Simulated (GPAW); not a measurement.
Runs of GPAW 26.7.0 on Cu2O (Cuprite). It takes space group Pn-3m (No. 224, cubic). The conventional cell has a = 4.260 Å, b = 4.260 Å, c = 4.260 Å, α = 90.00°, β = 90.00°, γ = 90.00°. Around Cu (site symmetry -3m) lie 2 O at 1.84 Å. O (site symmetry -43m) is surrounded by 4 Cu at 1.84 Å. 

| task | level | potentials or basis | band path | band points | eigensolver | gap on the mesh (eV) | V0 of scaled cells (Å³/atom) | B0 (GPa) |
| --- | --- | --- | --- | --- | --- | --- | --- | --- |
| band structure | optPBE-vdW | GPAW PAW data sets (gpaw-data 1.2.1), pw | GXMGRX,MR | 80 | - | (a) | - | - |
| band structure | BEEF-vdW | GPAW PAW data sets (gpaw-data 1.2.1), pw | GXMGRX,MR | 80 | - | 0.63 | - | - |
| band structure | C09-vdW | GPAW PAW data sets (gpaw-data 1.2.1), pw | GXMGRX,MR | 60 | - | 0.57 | - | - |
| equation of state | PBEint | PAW data sets generated in the run's folder for this functional, pw | - | - | - | - | (d) | 120 |
| band structure | RPBE | the program's PAW data sets (release 1.2.1) made for this functional, pw | GXMGRX,MR | 100 | - | 0.55 | - | - |
| equation of state | C09-vdW | GPAW PAW data sets (gpaw-data 1.2.1), pw | - | - | - | - | 13.13 | 122 |
| equation of state | BLYP+D4 | PAW data sets generated in the run's folder for this functional, pw | - | - | davidson | - | 13.10 | (b) |
| equation of state | WC | PAW data sets generated in the run's folder for this functional, pw | - | - | - | - | 12.88 | (c) |

Alike in all rows: no spin polarisation; cell as given; k mesh 5 × 5 × 5; cutoff (eV) 800; smearing fermi-dirac 0.05 eV.

**Question.** Estimate the missing entries.

**Answer.** (a) 0.64; (b) 117; (c) 128; (d) 13.12.

Caveats: with this Cu data set, volumes or pressures lay over 1.5 % or 2 GPa off other programs in two to four cells of ten (some runs); the PAW data sets were made with another functional, which shifts forces and pressure a little (some runs); the run has no spin polarisation, though such a crystal can be magnetic (some runs).

Runs at the PBE level aren't shown here.
